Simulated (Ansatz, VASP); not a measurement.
# Ni: VASP beside Ansatz

INCAR

```
PREC = Accurate ; ENCUT = 520
EDIFF = 1E-6 ; ISMEAR = 0
SIGMA = 0.1 ; LREAL = F
LASPH = T ; NELM = 150
ALGO = Normal ; ISIF = 2
LWAVE = F ; LCHARG = T
ISPIN = 2 ; MAGMOM = 2
LORBIT = 11 ; LMAXMIX = 4
GGA = PE ; LELF = T
LVHAR = T ; NBANDS = 15
```

Contents of KPOINTS:

```
Automatic mesh
0
Gamma
  14 14 14
```

File POSCAR:

```
Ni
1.0
    0.0000000000      1.7677500000      1.7677500000
    1.7677500000      0.0000000000      1.7677500000
    1.7677500000      1.7677500000      0.0000000000
Ni
1
Direct
    0.0000000000      0.0000000000      0.0000000000
```

Input for Ansatz:

```yaml
crystal:
  lattice:
    - [0.0, 1.76775, 1.76775]
    - [1.76775, 0.0, 1.76775]
    - [1.76775, 1.76775, 0.0]
  atoms:
    - { symbol: Ni, position: [0.0, 0.0, 0.0], spin: 2.0 }
magnetization:
  spin_polarized: true
hamiltonian:
  xc: pbe
  pseudopotentials: { kind: paw }
basis:
  ecutwfc: 420
kpoints:
  mp_grid: { grid: [14, 14, 14] }
scf:
  occupations: { method: gaussian, width: 0.1 }
  lower_state_search: "off"
output:
  forces: true
  stress: true
```

Alike in both runs: task single point; functional PBE; k mesh 14 × 14 × 14; occupations gaussian, width 0.1 eV; collinear spin.

```csv
,VASP,Ansatz
version,VASP 6.6.1,Ansatz 0.2.0
potentials or method,"VASP PAW PBE potentials, release 64 (Ni)","PAW, plane waves, scalar-relativistic"
plane-wave cutoff (eV),520,420
valence electrons in the cell,10,18
```

|  | VASP | Ansatz | Ansatz less VASP |
| --- | --- | --- | --- |
| pressure (GPa) | -2.9 | -2.7 | +0.11 |
| net moment per atom (μB) | 0.60 | 0.63 | +0.028 |
| size of the moment on the site where the two differ most (μB) | 0.62 | 0.67 | +0.055 |

Site moments also hang on the region over which each program counts them. The two sets of potentials don't hold the same shells in valence.
